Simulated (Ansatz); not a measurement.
`[F][SnH2][C](F)(F)F` + CH₃NH₂ → `C[NH][SnH2][F]` + `FC(F)F`  (ligand exchange at the Sn–C bond)

Calculated with Ansatz (gas phase, PBE0-D4/def2-TZVP geometries, no zero-point term in ΔE). CCSD(T)/CBS is the MP2 limit (def2-TZVPP, def2-QZVPP) plus CCSD(T) − MP2 in def2-TZVPP, frozen cores. This one scheme is used for every species. DFT in def2-TZVPP. B3LYP here is the variant with VWN-RPA as its local correlation; programs differ in this. HSE06 is defined as in plane-wave codes. def2 core potentials past Kr. For Sn outer-core shells are correlated without core-valence functions, which leaves a few kJ/mol of doubt a bond. Each species was taken in one conformer, which may not be the lowest.

`[F][SnH2][C](F)(F)F`:

Cartesian coordinates in Å:
```
F -1.061 0.541 -2.030
Sn -0.120 0.989 -0.420
C 0.192 -0.966 0.545
F -0.961 -1.581 0.835
F 0.861 -0.812 1.704
F 0.910 -1.801 -0.215
H -1.174 1.959 0.489
H 1.354 1.672 -0.909
```

CH₃NH₂:

Cartesian coordinates in Å:
```
C -0.371 0.203 0.379
N 0.309 -0.379 -0.765
H 0.284 0.542 1.195
H -1.070 -0.527 0.795
H -0.964 1.060 0.051
H 0.857 -1.183 -0.483
H 0.955 0.285 -1.172
```

`C[NH][SnH2][F]`:

```xyz
10

C     1.042    1.070    0.073
N    -0.235    0.551    0.529
Sn   -1.078   -1.041   -0.332
F     0.028   -2.598   -0.011
H     1.169    2.107    0.398
H     1.071    1.076   -1.020
H     1.911    0.496    0.420
H    -0.317    0.576    1.535
H    -1.035   -0.845   -2.018
H    -2.555   -1.394    0.428
```

`FC(F)F`:

```xyz
5

F     1.250    0.395    0.055
C    -0.033    0.046   -0.019
F    -0.143   -0.985   -0.854
F    -0.437   -0.342    1.189
H    -0.636    0.887   -0.371
```

| level | ΔE (kJ/mol) | difference from CCSD(T)/CBS |
| --- | --- | --- |
| PBE-D4 | -46.1 | 16.4 |
| revPBE-D4 | -45.8 | 16.7 |
| BLYP-D4 | -47.3 | 15.2 |
| r2SCAN-D4 | -51.6 | 10.9 |
| PBE0-D4 | -53.4 | 9.1 |
| B3LYP-D4 | -53.1 | 9.4 |
| r2SCANh-D4 | -53.8 | 8.7 |
| r2SCAN0-D4 | -57.0 | 5.5 |
| HSE06-D4 | -53.3 | 9.2 |
| BHLYP-D4 | -61.5 | 1.0 |
| CAM-B3LYP-D4 | -55.8 | 6.7 |
| ωB97M-V | -52.9 | 9.6 |
| B2PLYP | -59.5 | 3.0 |
| PBE-QIDH | -63.7 | -1.2 |
| PBE | -45.2 | 17.3 |
| revPBE | -43.6 | 18.9 |
| BLYP | -45.5 | 17.0 |
| r2SCAN | -51.4 | 11.1 |
| PBE0 | -52.6 | 9.9 |
| B3LYP | -51.7 | 10.8 |
| r2SCANh | -53.5 | 9.0 |
| r2SCAN0 | -56.7 | 5.8 |
| HSE06 | -52.5 | 10.0 |
| BHLYP | -60.4 | 2.1 |
| CAM-B3LYP | -55.0 | 7.5 |
| LC-ωPBE | -55.3 | 7.2 |
| RPA@PBE/def2-TZVPP | -59.6 | 2.9 |
| HF/def2-SVP | -71.8 | -9.3 |
| MP2/def2-SVP | -71.2 | -8.7 |
| CCSD(T)/def2-SVP | -65.2 | -2.7 |
| HF/def2-TZVPP | -70.9 | -8.4 |
| MP2/def2-TZVPP | -70.3 | -7.8 |
| SCS-MP2/def2-TZVPP | -69.1 | -6.6 |
| CCSD/def2-TZVPP | -64.4 | -1.9 |
| CCSD(T)/def2-TZVPP | -63.4 | -0.9 |
| HF/def2-QZVPP | -71.6 | -9.1 |
| MP2/def2-QZVPP | -70.0 | -7.5 |
| SCS-MP2/def2-QZVPP | -68.8 | -6.3 |
| MP2/CBS(def2) | -69.4 | -6.9 |
| CCSD/CBS(def2) | -63.5 | -1.0 |
| CCSD(T)/CBS | -62.5 | 0 |

Largest T1 diagnostic among the species: 0.014.

From PBE to PBE0 (25 % exact exchange), in def2-TZVPP and without D4, ΔE moves by −7.4 kJ/mol. Leaving LDA and LC-ωPBE aside and taking each functional with its dispersion term where it has one, the values spread over 17.9 kJ/mol, from PBE-QIDH to revPBE-D4. LDA lies −3.6 kJ/mol from PBE without D4.

CCSD(T)/CBS has its own doubt, a few kJ/mol and more with outer-core shells, so smaller differences from it don't rank the levels.
